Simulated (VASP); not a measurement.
# CdS in VASP: one cell, several levels of theory, part 2 of 2

VASP 6.6.1, plane waves, PAW. Earlier steps stand in the parts before.

## 3. r2SCAN at this geometry

The input, INCAR:

```
ENCUT = 520.000000
SIGMA = 0.010000
EDIFF = 1.00e-07
ALGO = Normal
METAGGA = R2SCAN
PREC = Accurate
IBRION = -1
ISIF = 2
ISMEAR = 0
NBANDS = 16
NELM = 120
NSW = 0
LASPH = .TRUE.
LCHARG = .FALSE.
LWAVE = .FALSE.
LREAL = .FALSE.
```

The input, KPOINTS:

```
KPOINTS created by Atomic Simulation Environment
0
Gamma
8 8 8
0 0 0
```

The input, KPOINTS_OPT:

```
special points
6
Reciprocal
0.0000000000 0.0000000000 0.0000000000 1
-0.5000000000 -0.5000000000 0.0000000000 1
-0.3750000000 -0.3750000000 0.2500000000 1
-0.3750000000 0.0000000000 0.3750000000 1
0.0000000000 0.0000000000 0.5000000000 1
-0.5000000000 -0.2500000000 0.2500000000 1
```

The input, POSCAR:

```
Cd S
 1.0000000000000000
     0.0000000000000000    2.8510383978000000    2.8510383978000000
     2.8510383978000000    0.0000000000000000    2.8510383978000000
     2.8510383978000000    2.8510383978000000    0.0000000000000000
 Cd  S
   1   1
Cartesian
  0.0000000000000000  0.0000000000000000  0.0000000000000000
  1.4255191988999998  1.4255191988999998  1.4255191988999998
```

Run with:

```sh
mpirun -np 1 vasp_std
```

Printed to the terminal (iteration lines stand in OSZICAR):

```text
POSCAR found type information on POSCAR CdS
 POSCAR found :  2 types and       2 ions
 -----------------------------------------------------------------------------
|                                                                             |
|                                                                             |
|     You enforced a specific xc type in the INCAR file but a different       |
|     I HOPE YOU KNOW WHAT YOU ARE DOING!                                     |
|                                                                             |
 -----------------------------------------------------------------------------

 LDA part: xc-table for (None), standard interpolation
 POSCAR, INCAR and KPOINTS ok, starting setup
 FFT: planning ... GRIDC
 FFT: planning ... GRID_SOFT
 FFT: planning ... GRID
 WAVECAR not read
 entering main loop
 Start KPOINTS_OPT (optional k-point list driver)
k-point batch [1-6\6]
```

OSZICAR:

```text
N       E                     dE             d eps       ncg     rms          rms(c)
DAV:   1     0.852385881459E+02    0.85239E+02   -0.93379E+03   960   0.106E+03
DAV:   2    -0.304622546914E+02   -0.11570E+03   -0.10890E+03  1120   0.261E+02
DAV:   3    -0.347234034354E+02   -0.42611E+01   -0.42512E+01  1208   0.530E+01
DAV:   4    -0.347478652980E+02   -0.24462E-01   -0.24460E-01  1128   0.393E+00
DAV:   5    -0.347481601925E+02   -0.29489E-03   -0.29489E-03  1176   0.407E-01    0.927E+00
DAV:   6    -0.296102957301E+02    0.51379E+01   -0.30854E+00   952   0.272E+01    0.992E+00
DAV:   7    -0.295757858983E+02    0.34510E-01   -0.31491E-01  1144   0.574E+00    0.596E+00
DAV:   8    -0.295862922317E+02   -0.10506E-01   -0.58290E-02  1120   0.268E+00    0.125E+00
DAV:   9    -0.295890238074E+02   -0.27316E-02   -0.42342E-03  1136   0.616E-01    0.164E-01
DAV:  10    -0.295891440646E+02   -0.12026E-03   -0.19279E-03  1136   0.434E-01    0.150E-01
DAV:  11    -0.295890893737E+02    0.54691E-04   -0.13341E-04  1072   0.167E-01    0.873E-02
DAV:  12    -0.295890835361E+02    0.58376E-05   -0.12308E-04  1096   0.127E-01    0.506E-02
DAV:  13    -0.295890814786E+02    0.20574E-05   -0.52622E-06  1080   0.355E-02    0.480E-03
DAV:  14    -0.295890812285E+02    0.25020E-06   -0.36490E-07  1160   0.647E-03    0.161E-03
DAV:  15    -0.295890812526E+02   -0.24099E-07   -0.39213E-08   608   0.299E-03
   1 F= -.29589081E+02 E0= -.29589081E+02  d E =-.726140E-37
       N       E                     dE             ncg
DAV:   1     0.738252117222E+03   -0.31905E+04      200
DAV:   2     0.543640278666E+02   -0.68389E+03      248
DAV:   3     0.314090126118E+02   -0.22955E+02      224
DAV:   4     0.312909552590E+02   -0.11806E+00      256
DAV:   5     0.312894761832E+02   -0.14791E-02      224
DAV:   6     0.312894481635E+02   -0.28020E-04      264
DAV:   7     0.312894474843E+02   -0.67922E-06      224
DAV:   8     0.312894474663E+02   -0.17996E-07      224
```

Parts of OUTCAR:

```text
k-points           NKPTS =     29   k-points in BZ     NKDIM =     29   number of bands    NBANDS=     16

   NELECT =      18.0000    total number of electrons

   dimension x,y,z NGX =    30 NGY =   30 NGZ =   30
   dimension x,y,z NGXF=    60 NGYF=   60 NGZF=   60

  energy-cutoff  :      520.00
  volume of cell :       46.35
      direct lattice vectors                 reciprocal lattice vectors
     0.000000000  2.851038398  2.851038398    -0.175374699  0.175374699  0.175374699
     2.851038398  0.000000000  2.851038398     0.175374699 -0.175374699  0.175374699
     2.851038398  2.851038398  0.000000000     0.175374699  0.175374699 -0.175374699

 k-points in reciprocal lattice and weights: KPOINTS created by Atomic Simulation Env
   0.00000000  0.00000000  0.00000000       0.002
   0.12500000  0.00000000  0.00000000       0.016
   0.25000000  0.00000000  0.00000000       0.016
   0.37500000  0.00000000  0.00000000       0.016
   0.50000000  0.00000000  0.00000000       0.008
   0.12500000  0.12500000  0.00000000       0.012
   0.25000000  0.12500000  0.00000000       0.047
   0.37500000  0.12500000  0.00000000       0.047
[... 21 more k-points ...]

 E-fermi :   1.7577

 k-point     1 :       0.0000    0.0000    0.0000
  band No.  band energies     occupation
      1     -11.6688      2.00000
      2      -6.5823      2.00000
      3      -6.5823      2.00000
      4      -6.5823      2.00000
      5      -5.9602      2.00000
      6      -5.9602      2.00000
      7       1.6710      2.00000
      8       1.6710      2.00000
      9       1.6710      2.00000
     10       3.4174      0.00000
     11       8.7122      0.00000
     12       8.7122      0.00000
     13       8.7122      0.00000
     14      13.7794      0.00000
     15      13.7794      0.00000
     16      14.0437      0.00000

 k-point     2 :       0.1250    0.0000    0.0000
  band No.  band energies     occupation
      1     -11.5964      2.00000
      2      -6.5542      2.00000
      3      -6.5542      2.00000
      4      -6.5215      2.00000
      5      -5.9615      2.00000
      6      -5.9615      2.00000
      7       0.6380      2.00000
      8       1.5290      2.00000
      9       1.5290      2.00000
     10       4.2252      0.00000
     11       8.4491      0.00000
     12       8.9368      0.00000
     13       8.9368      0.00000
     14      13.1179      0.00000
     15      13.1179      0.00000
     16      14.4798      0.00000

 k-point     3 :       0.2500    0.0000    0.0000
  band No.  band energies     occupation
      1     -11.4204      2.00000
      2      -6.4927      2.00000
      3      -6.4926      2.00000
      4      -6.2968      2.00000
      5      -5.9549      2.00000
      6      -5.9549      2.00000
      7      -1.0014      2.00000
      8       1.2094      2.00000
      9       1.2094      2.00000
     10       5.0527      0.00000
     11       8.5000      0.00000
     12       9.2544      0.00000
     13       9.2545      0.00000
     14      12.8828      0.00000
     15      12.8828      0.00000
     16      13.6383      0.00000

 k-point     4 :       0.3750    0.0000    0.0000
  band No.  band energies     occupation
      1     -11.2444      2.00000
      2      -6.4441      2.00000
      3      -6.4441      2.00000
      4      -5.9301      2.00000
      5      -5.9301      2.00000
      6      -5.8588      2.00000
      7      -2.5086      2.00000
      8       0.9132      2.00000
      9       0.9132      2.00000
     10       5.2523      0.00000
     11       9.2187      0.00000
     12       9.2187      0.00000
     13       9.2997      0.00000
     14      13.3180      0.00000
     15      13.8729      0.00000
     16      13.8729      0.00000

 k-point     5 :       0.5000    0.0000    0.0000
  band No.  band energies     occupation
      1     -11.1720      2.00000
      2      -6.4289      2.00000
      3      -6.4289      2.00000
      4      -5.9133      2.00000
      5      -5.9133      2.00000
      6      -5.5094      2.00000
      7      -3.2523      2.00000
      8       0.7954      2.00000
      9       0.7954      2.00000
     10       5.2444      0.00000
     11       9.1348      0.00000
     12       9.1348      0.00000
     13       9.7832      0.00000
     14      13.5280      0.00000
     15      15.0002      0.00000
     16      15.0002      0.00000

 k-point     6 :       0.1250    0.1250    0.0000
  band No.  band energies     occupation
      1     -11.5724      2.00000
      2      -6.5362      2.00000
      3      -6.5274      2.00000
      4      -6.5274      2.00000
      5      -5.9805      2.00000
      6      -5.9441      2.00000
      7       0.6805      2.00000
      8       1.2911      2.00000
      9       1.2911      2.00000
     10       4.5251      0.00000
     11       7.9834      0.00000
     12       9.2275      0.00000
     13       9.2275      0.00000
     14      11.9990      0.00000
     15      13.8782      0.00000
     16      15.3734      0.00000

 k-point     7 :       0.2500    0.1250    0.0000
  band No.  band energies     occupation
      1     -11.4314      2.00000
      2      -6.4916      2.00000
      3      -6.4614      2.00000
      4      -6.3717      2.00000
      5      -5.9848      2.00000
      6      -5.9286      2.00000
      7      -0.5388      2.00000
      8       0.9196      2.00000
      9       1.0052      2.00000
     10       5.3766      0.00000
     11       7.7118      0.00000
     12       9.4106      0.00000
     13       9.7067      0.00000
     14      11.6373      0.00000
     15      13.7470      0.00000
     16      15.1472      0.00000

 k-point     8 :       0.3750    0.1250    0.0000
  band No.  band energies     occupation
      1     -11.2561      2.00000
      2      -6.4404      2.00000
      3      -6.4050      2.00000
      4      -6.0834      2.00000
      5      -5.9103      2.00000
      6      -5.8816      2.00000
      7      -2.0031      2.00000
      8       0.6085      2.00000
      9       0.6358      2.00000
     10       5.8126      0.00000
     11       8.1886      0.00000
     12       9.2654      0.00000
     13       9.7794      0.00000
     14      12.6310      0.00000
     15      14.3692      0.00000
     16      14.5865      0.00000

 k-point     9 :       0.5000    0.1250    0.0000
  band No.  band energies     occupation
      1     -11.1504      2.00000
      2      -6.4140      2.00000
      3      -6.3863      2.00000
      4      -5.9685      2.00000
      5      -5.9090      2.00000
      6      -5.5027      2.00000
      7      -3.0360      2.00000
      8       0.2670      2.00000
      9       0.5825      2.00000
     10       5.8702      0.00000
     11       8.3233      0.00000
     12       9.5723      0.00000
     13      10.0088      0.00000
     14      13.5208      0.00000
     15      14.9690      0.00000
     16      15.0294      0.00000

 k-point    10 :      -0.3750    0.1250    0.0000
  band No.  band energies     occupation
      1     -11.1742      2.00000
      2      -6.4117      2.00000
      3      -6.4032      2.00000
      4      -5.9497      2.00000
      5      -5.9422      2.00000
      6      -5.6174      2.00000
      7      -2.7874      2.00000
      8       0.1518      2.00000
      9       0.7859      2.00000
     10       5.8992      0.00000
     11       8.4610      0.00000
     12       9.4680      0.00000
     13       9.7393      0.00000
     14      13.5653      0.00000
     15      14.1292      0.00000
     16      15.3036      0.00000

 k-point    11 :      -0.2500    0.1250    0.0000
  band No.  band energies     occupation
      1     -11.3142      2.00000
      2      -6.4551      2.00000
      3      -6.4365      2.00000
      4      -6.1464      2.00000
      5      -5.9767      2.00000
      6      -5.8979      2.00000
      7      -1.5409      2.00000
      8       0.3449      2.00000
      9       1.1453      2.00000
     10       5.7688      0.00000
     11       8.4936      0.00000
     12       8.9763      0.00000
     13       9.4339      0.00000
     14      12.2743      0.00000
     15      14.0926      0.00000
     16      14.7690      0.00000

 k-point    12 :      -0.1250    0.1250    0.0000
  band No.  band energies     occupation
      1     -11.4896      2.00000
      2      -6.5215      2.00000
      3      -6.4943      2.00000
      4      -6.4205      2.00000
      5      -5.9789      2.00000
      6      -5.9409      2.00000
      7      -0.1910      2.00000
      8       0.8854      2.00000
      9       1.4630      2.00000
     10       5.0263      0.00000
     11       8.1848      0.00000
     12       9.1395      0.00000
     13       9.2255      0.00000
     14      12.2062      0.00000
     15      13.2178      0.00000
     16      15.5319      0.00000

[... the tables of k-points 13 to 29 left out ...]

  Total        2.0884937      2.0884937      2.0884937      0.0000000      0.0000000     -0.0000000
  in kB       72.1945740     72.1945740     72.1945740      0.0000000      0.0000000     -0.0000000
  external PRESSURE =      72.1945740 kB  Pullay stress =       0.0000000 kB

 POSITION                                       TOTAL-FORCE (eV/Angst)
 -----------------------------------------------------------------------------------
      0.00000      0.00000      0.00000         0.000000      0.000000      0.000000
      1.42552      1.42552      1.42552        -0.000000     -0.000000     -0.000000
 -----------------------------------------------------------------------------------
    total drift:                               -0.000006     -0.000006     -0.000006

  FREE ENERGIE OF THE ION-ELECTRON SYSTEM (eV)
  ---------------------------------------------------
  free  energy   TOTEN  =       -29.5890812526 eV

  energy  without entropy=      -29.5890812526  energy(sigma->0) =      -29.58908125
```

Hardware: 1 MPI rank of Intel Xeon Platinum 8488C, shared host.

The levels at the points of KPOINTS_OPT are read from vasprun.xml.

Levels at the named points, in eV from the top of band v (v: the last filled band by count, c: the next):

```tsv
point	v−1	v	c	c+1
Γ	0.00	0.00	1.75	7.04
X	-2.19	-2.19	3.72	4.81
U	-2.92	-1.78	4.56	6.07
K	-2.92	-1.78	4.56	6.07
L	-0.88	-0.88	3.57	7.46
W	-2.65	-2.51	5.72	6.26
```

r2SCAN gives a direct gap of 1.75 eV at Γ. The pressure is 7.22 GPa; the forces vanish within 0.01 eV/Å.

## 4. What came out

This closing draws on all 2 parts.

```
 level  gap (eV)  pressure (GPa)  Ansatz: gap (eV)  Ansatz: pressure (GPa)
   PBE      1.30            8.56              1.29                    8.07
r2SCAN      1.75            7.22              1.75                    6.76
```

What this shows: The gap runs from 1.30 eV (PBE) to 1.75 eV (r2SCAN). The pressure is highest with PBE (8.6 GPa) and lowest with r2SCAN (7.2 GPa), which orders the cells that they would relax to. The two programs agree on the gap within 0.02 eV, far less than the spread between functionals. Each program uses its own PAW datasets and cutoff. VASP's cell holds 18 valence electrons and Ansatz's 26.
